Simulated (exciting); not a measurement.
An input for exciting (release sodium) (Hf):

The input input.xml:

```xml
<input>
  <title>Hf</title>
  <structure speciespath="./" tshift="false">
    <crystal scale="1.0">
      <basevect>4.962329544000 0.000000000000 0.000000000000</basevect>
      <basevect>-2.481164772000 4.297503447000 0.000000000000</basevect>
      <basevect>0.000000000000 0.000000000000 3.086232250000</basevect>
    </crystal>
    <species speciesfile="Hf.xml" rmt="2.3">
      <atom coord="0.003164000000 -0.000279000000 -0.005269000000"/>
      <atom coord="0.329838000000 0.660434000000 0.501385000000"/>
      <atom coord="0.670322000000 0.332596000000 0.501271000000"/>
    </species>
  </structure>
  <groundstate do="fromscratch" ngridk="3 3 6" rgkmax="9" gmaxvr="14" lmaxapw="10" lmaxmat="10" lmaxvr="8" xctype="GGA_PBE_SOL" stype="Methfessel-Paxton 1" swidth="0.00183747" nempty="24" ValenceRelativity="iora*" epsengy="1e-05" epspot="1e-05" maxscl="50" tforce="true" outputlevel="low" vdWcorrection="TSvdW"/>
  <relax method="bfgs" epsforce="0.0005" maxsteps="30" outputlevel="normal"/>
</input>
```

Potentials or basis: all-electron LAPW+lo, shipped species files, valence relativity iora*.

Run with:

```console
$ OMP_NUM_THREADS=1 exciting_smp
```

**Question.** Does this run start?

**Answer.** The run stopped without a result. It printed:

Output:

```text
Error(checkmt): muffin-tin spheres overlap between
                   species    1 atom    3 and
                   species    1 atom    2

   Sum of muffin-tin radii :    4.6000
   Distance between atoms  :    4.1905

   Please check, and possibly reduce, the input (or default) values
   of the attribute ''rmt'' inside the element ''species''
   for species    1 and    1

   See link:
```
